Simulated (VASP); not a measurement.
# ZnS (F-43m) in VASP: notebook

One crystal, ZnS, is run at these levels: PBE+D3(BJ); tasks: relaxation of the atoms.

Program: VASP 6.6.1. These are calculated values, not measurements. Logs are shortened: lines on timing, memory, paths and dates and some standing lists are left out, and cuts for length are marked.

**Experimental background.**

From “Electronic, vibrational, and thermodynamic properties of ZnS (zincblende and rocksalt structure)”, 2009, arxiv:0911.5022, for a bulk crystal of ZnS at 19 K: band gap 3.85 eV (direct).

The results are compared with them further down.

## (1) The structure

The structure is cubic, space group F-43m (No. 216). The conventional cell has a = 5.379 Å, b = 5.379 Å, c = 5.379 Å, α = 90.00°, β = 90.00°, γ = 90.00°. Zn (site symmetry -43m) has 4 S at 2.33 Å as nearest neighbours. S (site symmetry -43m) is surrounded by 4 Zn at 2.33 Å.

## (2) Relaxation of the atoms, PBE+D3(BJ)

The input, INCAR:

```
SYSTEM = ZnS
PREC = Accurate ; ENCUT = 600
EDIFF = 1E-7 ; ISMEAR = 0
SIGMA = 0.03 ; LREAL = .FALSE.
LASPH = .TRUE. ; NELM = 80
ALGO = Normal ; ISIF = 2
LWAVE = .FALSE. ; LCHARG = .FALSE.
GGA = PE ; IVDW = 12
IBRION = 2 ; NSW = 40
EDIFFG = -0.01
```

The input, KPOINTS:

```
regular mesh
0
G
  10 10 10
  0 0 0
```

The input, POSCAR:

```
ZnS                                     
1.0
    0.0000000000      2.6897035723      2.6897035723
    2.6897035723      0.0000000000      2.6897035723
    2.6897035723      2.6897035723      0.0000000000
  Zn              S             
     1     1
Direct
     0.2500000000000000    0.2500000000000000    0.2500000000000000
     0.0000000000000000    0.0000000000000000    0.0000000000000000
```

Potentials or basis: VASP PAW PBE potentials, release 64 (Zn, S).

Started as:

```console
$ cat potpaw_PBE.64/Zn/POTCAR potpaw_PBE.64/S/POTCAR > POTCAR
$ mpirun -np 1 vasp_std > vasp.out
```

OUTCAR:

```text
SYSTEM = ZnS
   PREC = Accurate
   ENCUT = 600
   EDIFF = 1E-7
   ISMEAR = 0
   LREAL = .FALSE.
   LASPH = .TRUE.
   NELM = 80
   ISIF = 2
   GGA = PE
   IVDW = 12
   IBRION = 2
   NSW = 40
   EDIFFG = -0.01
 IVDW          = 12

 ion  position               nearest neighbor table
   1  0.250  0.250  0.250-   2 2.33   2 2.33   2 2.33   2 2.33
   2  0.000  0.000  0.000-   1 2.33   1 2.33   1 2.33   1 2.33

  LATTYP: Found a face centered cubic cell.
 ALAT       =     5.3794071446

  Lattice vectors:

 A1 = (   0.0000000000,   2.6897035723,   2.6897035723)
 A2 = (   2.6897035723,   0.0000000000,   2.6897035723)
 A3 = (   2.6897035723,   2.6897035723,   0.0000000000)

Analysis of symmetry for initial positions (statically):
=====================================================================
 Subroutine PRICEL returns:
 Original cell was already a primitive cell.

 Routine SETGRP: Setting up the symmetry group for a
 face centered cubic supercell.

 Subroutine GETGRP returns: Found 24 space group operations
 (whereof 24 operations were pure point group operations)
 out of a pool of 48 trial point group operations.

The static configuration has the point symmetry T_d .

Analysis of symmetry for dynamics (positions and initial velocities):
=====================================================================
 Subroutine PRICEL returns:
 Original cell was already a primitive cell.

 Routine SETGRP: Setting up the symmetry group for a
 face centered cubic supercell.

 Subroutine GETGRP returns: Found 24 space group operations
 (whereof 24 operations were pure point group operations)
 out of a pool of 48 trial point group operations.

The dynamic configuration has the point symmetry T_d .

 Subroutine INISYM returns: Found 24 space group operations
 (whereof 24 operations are pure point group operations),
 and found     1 'primitive' translations

----------------------------------------------------------------------------------------

                                     Primitive cell

  volume of cell :      38.9173

  direct lattice vectors                    reciprocal lattice vectors
     0.000000000  2.689703572  2.689703572    -0.185894091  0.185894091  0.185894091
     2.689703572  0.000000000  2.689703572     0.185894091 -0.185894091  0.185894091
     2.689703572  2.689703572  0.000000000     0.185894091  0.185894091 -0.185894091

  length of vectors
     3.803815271  3.803815271  3.803815271     0.321978010  0.321978010  0.321978010

  position of ions in fractional coordinates (direct lattice)
     0.250000000  0.250000000  0.250000000
     0.000000000  0.000000000  0.000000000

  ion indices of the primitive-cell ions
   primitive index   ion index
                 1           1
                 2           2

----------------------------------------------------------------------------------------

 KPOINTS: regular mesh

Automatic generation of k-mesh.
 Grid dimensions read from file:
 generate k-points for:   10   10   10

 Generating k-lattice:

  Cartesian coordinates                     Fractional coordinates (reciprocal lattice)
    -0.018589409  0.018589409  0.018589409     0.100000000  0.000000000  0.000000000
     0.018589409 -0.018589409  0.018589409     0.000000000  0.100000000  0.000000000
     0.018589409  0.018589409 -0.018589409     0.000000000  0.000000000  0.100000000

  Length of vectors
     0.032197801  0.032197801  0.032197801

  Shift w.r.t. Gamma in fractional coordinates (k-lattice)
     0.000000000  0.000000000  0.000000000

 Subroutine IBZKPT returns following result:
 ===========================================

 Found     47 irreducible k-points:

 Following reciprocal coordinates:
            Coordinates               Weight
  0.000000  0.000000  0.000000      1.000000
  0.100000  0.000000  0.000000      8.000000
  0.200000  0.000000  0.000000      8.000000
  0.300000  0.000000  0.000000      8.000000
  0.400000  0.000000  0.000000      8.000000
  0.500000  0.000000  0.000000      4.000000
[... 16 lines left out ...]
  0.300000  0.300000  0.000000      6.000000
  0.400000  0.300000  0.000000     24.000000
 [... further k-points ...]
   k-points           NKPTS =     47   k-points in BZ     NKDIM =     47   number of bands    NBANDS=     13
   number of dos      NEDOS =    301   number of ions     NIONS =      2
   total plane-waves  NPLWV =  27000
   dimension x,y,z NGX =    30 NGY =   30 NGZ =   30
   dimension x,y,z NGXF=    60 NGYF=   60 NGZF=   60
   ions per type =               1   1
   NGX,Y,Z   is equivalent  to a cutoff of  13.11, 13.11, 13.11 a.u.
   NGXF,Y,Z  is equivalent  to a cutoff of  26.22, 26.22, 26.22 a.u.
 SYSTEM =  ZnS
   PREC   = accura    normal or accurate (medium, high low for compatibility)
   ISTART =      0    job   : 0-new  1-cont  2-samecut
   ICHARG =      2    charge: 1-file 2-atom 10-const
   ISPIN  =      1    spin polarized calculation?
   LNONCOLLINEAR =      F non collinear calculations
   LSORBIT =      F    spin-orbit coupling
   LASPH  =      T    aspherical Exc in radial PAW
   ENCUT  =  600.0 eV  44.10 Ry    6.64 a.u.   7.60  7.60  7.60*2*pi/ulx,y,z
   NELM   =     80;   NELMIN=  2; NELMDL= -5     # of ELM steps
   EDIFF  = 0.1E-06   stopping-criterion for ELM
   LREAL  =      F    real-space projection
   EDIFFG = -.1E-01   stopping-criterion for IOM
   NSW    =     40    number of steps for IOM
   IBRION =      2    ionic relax: 0-MD 1-quasi-New 2-CG
   NFREE  =      1    steps in history (QN), initial steepest desc. (CG)
   ISIF   =      2    stress and relaxation
   ISYM   =      2    0-nonsym 1-usesym 2-fastsym
   POTIM  = 0.5000    time-step for ionic-motion
   TEBEG  =    0.0;   TEEND  =   0.0 temperature during run
   PSTRESS=    0.0 pullay stress
   NELECT =      18.0000    total number of electrons
   NUPDOWN=      -1.0000    fix difference up-down
   EMIN   =  10.00;   EMAX   =-10.00  energy-range for DOS
   EFERMI =   0.00;   METHOD = LEGACY
   ISMEAR =     0;   SIGMA  =   0.03  broadening in eV -4-tet -1-fermi 0-gaus
   EFERMI_NEDOS =   21; number of points for ismear=-14 and -15
   IALGO  =     38    algorithm
   IMIX   =      4    mixing-type and parameters
     AMIX     =   0.40;   BMIX     =  1.00
     AMIX_MAG =   1.60;   BMIX_MAG =  1.00
  volume/ion in A,a.u.               =      19.46       131.31
  Fermi-wavevector in a.u.,A,eV,Ry     =   1.266051  2.392490 21.808581  1.602885
  Thomas-Fermi vector in A             =   2.399272
   LORBIT       =      0    0 simple, 1 ext, 2 COOP (PROOUT), +10 PAW based schemes
   GGA     = PE    functional components
   LHFCALC =     F    Hartree Fock is set to
   AEXX    =    0.0000 exact exchange contribution
   IVDW    =    12    specifies the selected vdW correction
   LEPSILON=     F    determine dielectric tensor
   LRPA    =     F    only Hartree local field effects (RPA)
 conjugate gradient relaxation of ions
 non-spin polarized calculation
 Gauss-broadening in eV      SIGMA  =   0.03
  energy-cutoff  :      600.00
  volume of cell :       38.92
 maximum number of plane-waves:      1315
   NGX = 15   NGY = 15   NGZ = 15

 number of electron      18.0000016 magnetization

 Free energy of the ion-electron system (eV)
  ---------------------------------------------------
  ext. energy  EPLUGINS =         0.00000000
  ---------------------------------------------------
  free energy    TOTEN  =        -6.83958897 eV

  energy without entropy =       -6.83958897  energy(sigma->0) =       -6.83958897

 E-fermi :   2.3963     XC(G=0):  -9.6946

 val. band max:        2.2348209644   @ k =   0.0000   0.0000   0.0000
 cond. band min:       4.4101292384   @ k =   0.0000   0.0000   0.0000
 fundamental gap:      2.1753082741
 Fermi energy:         2.3963167973

 k-point     1 :       0.0000    0.0000    0.0000
  band No.  band energies     occupation
      1     -11.0015      2.00000
      2      -4.1595      2.00000
      3      -4.1595      2.00000
      4      -4.1595      2.00000
      5      -3.6449      2.00000
      6      -3.6449      2.00000
      7       2.2348      2.00000
      8       2.2348      2.00000
      9       2.2348      2.00000
     10       4.4101      0.00000
     11       8.6221      0.00000
     12       8.6221      0.00000
     13       8.6221      0.00000

 k-point     2 :       0.1000    0.0000    0.0000
  band No.  band energies     occupation
      1     -10.9241      2.00000
      2      -4.1604      2.00000
      3      -4.1453      2.00000
      4      -4.1453      2.00000
      5      -3.6462      2.00000
      6      -3.6462      2.00000
      7       1.4394      2.00000
      8       2.1352      2.00000
      9       2.1352      2.00000
     10       5.0194      0.00000
     11       8.5395      0.00000
     12       8.7960      0.00000
     13       8.7960      0.00000

 k-point     3 :       0.2000    0.0000    0.0000
  band No.  band energies     occupation
      1     -10.7105      2.00000
      2      -4.1445      2.00000
      3      -4.1102      2.00000
      4      -4.1102      2.00000
      5      -3.6463      2.00000
      6      -3.6463      2.00000
      7       0.0657      2.00000
      8       1.8935      2.00000
      9       1.8935      2.00000
     10       5.6616      0.00000
     11       8.7951      0.00000
     12       9.1410      0.00000
     13       9.1410      0.00000
[... 305 lines left out ...]
 k-point    23 :       0.3000    0.3000    0.0000
  band No.  band energies     occupation
      1     -10.2245      2.00000
      2      -4.2186      2.00000
      3      -3.9531      2.00000
      4      -3.9531      2.00000
      5      -3.6774      2.00000
      6      -3.5937      2.00000
      7      -0.9169      2.00000
      8       0.6448      2.00000
      9       0.6448      2.00000
     10       6.3596      0.00000
     11       6.8347      0.00000
     12      11.3414      0.00000
     13      11.5666      0.00000

 k-point    24 :       0.4000    0.3000    0.0000
  band No.  band energies     occupation
      1     -10.0171      2.00000
      2      -4.1847      2.00000
      3      -3.9067      2.00000
      4      -3.8977      2.00000
      5      -3.6212      2.00000
      6      -3.5857      2.00000
      7      -1.5503      2.00000
      8       0.2091      2.00000
      9       0.4217      2.00000
     10       6.2803      0.00000
     11       6.9518      0.00000
     12      11.0650      0.00000
     13      12.0066      0.00000

 [... further k-points ...]

------------------------ aborting loop because EDIFF is reached ----------------------------------------

 Edisp (eV)   -0.62574

 E8    (eV) :    -0.2462

  FORCE on cell =-STRESS in cart. coord.  units (eV):
  Direction    XX          YY          ZZ          XY          YZ          ZX
  --------------------------------------------------------------------------------------
  -------------------------------------------------------------------------------------
  Total       0.00292     0.00292     0.00292     0.00000     0.00000     0.00000
  in kB       0.12001     0.12001     0.12001     0.00000     0.00000     0.00000
  external pressure =        0.12 kB  Pullay stress =        0.00 kB

 VOLUME and BASIS-vectors are now :
 -----------------------------------------------------------------------------
  energy-cutoff  :      600.00
  volume of cell :       38.92
      direct lattice vectors                 reciprocal lattice vectors
     0.000000000  2.689703572  2.689703572    -0.185894091  0.185894091  0.185894091
     2.689703572  0.000000000  2.689703572     0.185894091 -0.185894091  0.185894091
     2.689703572  2.689703572  0.000000000     0.185894091  0.185894091 -0.185894091

 POSITION                                       TOTAL-FORCE (eV/Angst)
 -----------------------------------------------------------------------------------
      1.34485      1.34485      1.34485         0.000000      0.000000      0.000000
      0.00000      0.00000      0.00000        -0.000000     -0.000000     -0.000000
 -----------------------------------------------------------------------------------
    total drift:                                0.000000      0.000000      0.000000

  FREE ENERGIE OF THE ION-ELECTRON SYSTEM (eV)
  ---------------------------------------------------
  free  energy   TOTEN  =        -7.4653326238 eV

  energy  without entropy=       -7.4653326238  energy(sigma->0) =       -7.46533262

 reached required accuracy - stopping structural energy minimisation
```

Wall time 27 s (1 thread of Intel Xeon 6975P-C (Granite Rapids), shared host); peak memory 0.19 GiB.

What came out:

| Property | Result |
| --- | --- |
| Free energy | -7.4653 eV |
| Pressure after relaxing | 0.0 GPa |
| Band gap on the k mesh | 2.18 eV, direct |
| Dispersion energy per atom | -0.313 eV |

Final structure:
```xyz
2
Lattice="0.0000 2.6897 2.6897 2.6897 0.0000 2.6897 2.6897 2.6897 0.0000" Properties=species:S:1:pos:R:3 pbc="T T T"
Zn    1.3449    1.3449    1.3449
S     0.0000    0.0000    0.0000
```

Caveat: the relaxation stopped at its first step, so nothing moved.

## (3) Relaxation of the atoms, PBE+D3(BJ) (a relaxed cell with its volume scaled by 1.02)

INCAR is that of step 2.

KPOINTS is that of step 2.

The input, POSCAR:

```
ZnS                                     
1.0
    0.0000000000      2.7075166979      2.7075166979
    2.7075166979      0.0000000000      2.7075166979
    2.7075166979      2.7075166979      0.0000000000
  Zn              S             
     1     1
Direct
     0.2500000000000000    0.2500000000000000    0.2500000000000000
     0.0000000000000000    0.0000000000000000    0.0000000000000000
```

Potentials or basis: VASP PAW PBE potentials, release 64 (Zn, S).

Started as:

```console
$ cat potpaw_PBE.64/Zn/POTCAR potpaw_PBE.64/S/POTCAR > POTCAR
$ mpirun -np 1 vasp_std > vasp.out
```

It took 20 s on 1 thread of Intel Xeon 6975P-C (Granite Rapids), shared host; peak memory 0.19 GiB.

Results (log left out):

```yaml
Free_energy: -7.4619 eV
Pressure_after_relaxing: -1.4 GPa
Band_gap_on_the_k_mesh: 2.09 eV, direct
Dispersion_energy_per_atom: -0.306 eV
```

Final structure:
```
Zn S
1.0
     0.00000    2.70752    2.70752
     2.70752    0.00000    2.70752
     2.70752    2.70752    0.00000
Zn S
1 1
Direct
  0.25000 0.25000 0.25000
  0.00000 0.00000 0.00000
```

Levels at points of the mesh, in eV from the valence-band top:
```csv
k point,band 5,band 6,band 7,band 8,band 9,band 10,band 11,band 12,band 13
"(0.00, 0.00, 0.00)",-5.82,-5.82,0.00,0.00,0.00,2.09,6.40,6.40,6.40
"(0.50, 0.00, 0.00)",-5.79,-5.62,-5.25,-0.86,-0.86,3.30,6.93,6.93,8.85
"(0.50, 0.50, 0.00)",-5.75,-5.61,-4.53,-2.20,-2.20,3.42,4.08,10.94,11.93
```

Caveat: the relaxation stopped at its first step, so nothing moved.

## (4) Relaxation of the atoms, PBE+D3(BJ) (a relaxed cell with its volume scaled by 1.04)

INCAR is that of step 3.

KPOINTS is that of step 3.

The input, POSCAR:

```
ZnS                                     
1.0
    0.0000000000      2.7250984678      2.7250984678
    2.7250984678      0.0000000000      2.7250984678
    2.7250984678      2.7250984678      0.0000000000
  Zn              S             
     1     1
Direct
     0.2500000000000000    0.2500000000000000    0.2500000000000000
     0.0000000000000000    0.0000000000000000    0.0000000000000000
```

Started as:

```console
$ cat potpaw_PBE.64/Zn/POTCAR potpaw_PBE.64/S/POTCAR > POTCAR
$ mpirun -np 1 vasp_std > vasp.out
```

Wall time 20 s (1 thread of Intel Xeon 6975P-C (Granite Rapids), shared host); peak memory 0.2 GiB.

The run converged. Its results:

```
Free energy                : -7.4518 eV
Pressure after relaxing    : -2.7 GPa
Band gap on the k mesh     : 2.00 eV, direct
Dispersion energy per atom : -0.300 eV
```

Final structure:
```yaml
crystal:
  lattice:
    - [0.00000, 2.72510, 2.72510]
    - [2.72510, 0.00000, 2.72510]
    - [2.72510, 2.72510, 0.00000]
  atoms:
    - { symbol: Zn, position: [0.25000, 0.25000, 0.25000] }
    - { symbol: S, position: [0.00000, 0.00000, 0.00000] }
```

Levels at points of the mesh, in eV from the valence-band top:
```tsv
k point	band 5	band 6	band 7	band 8	band 9	band 10	band 11	band 12	band 13
(0.00, 0.00, 0.00)	-5.77	-5.77	0.00	0.00	0.00	2.00	6.41	6.41	6.41
(0.50, 0.00, 0.00)	-5.74	-5.58	-5.12	-0.83	-0.83	3.26	6.94	6.94	8.78
(0.50, 0.50, 0.00)	-5.70	-5.57	-4.46	-2.13	-2.13	3.46	4.07	10.80	11.80
```

Caveat: the relaxation stopped at its first step, so nothing moved.

## (5) The runs side by side

```tsv
cell	gap on the mesh (eV)	pressure (GPa)
atoms relaxed	2.18	0.0
atoms relaxed from: a relaxed cell with its volume scaled by 1.02	2.09	-1.4
atoms relaxed from: a relaxed cell with its volume scaled by 1.04	2.00	-2.7
```

Alike in all rows: task relaxation of the atoms; level PBE+D3(BJ); potentials or basis VASP PAW PBE potentials, release 64 (Zn, S); no spin polarisation; k mesh 10 × 10 × 10; cutoff (eV) 600; smearing gaussian 0.03 eV.

Caveats: the relaxation stopped at its first step, so nothing moved.

Total energies depend on the potentials used, so only differences within one code and one set of settings carry meaning.

## (6) Comparison with measurements

Step 2. A measured gap of ZnS is 3.85 eV (direct; 19 K; quoted in “Electronic, vibrational, and thermodynamic properties of ZnS (zincblende and rocksalt structure)”, 2009, arxiv:0911.5022); the calculated 2.18 eV misses it by -1.67 eV. The value is that of PBE+D3(BJ), without temperature or zero-point motion. Semilocal functionals fall short of measured gaps as a rule.
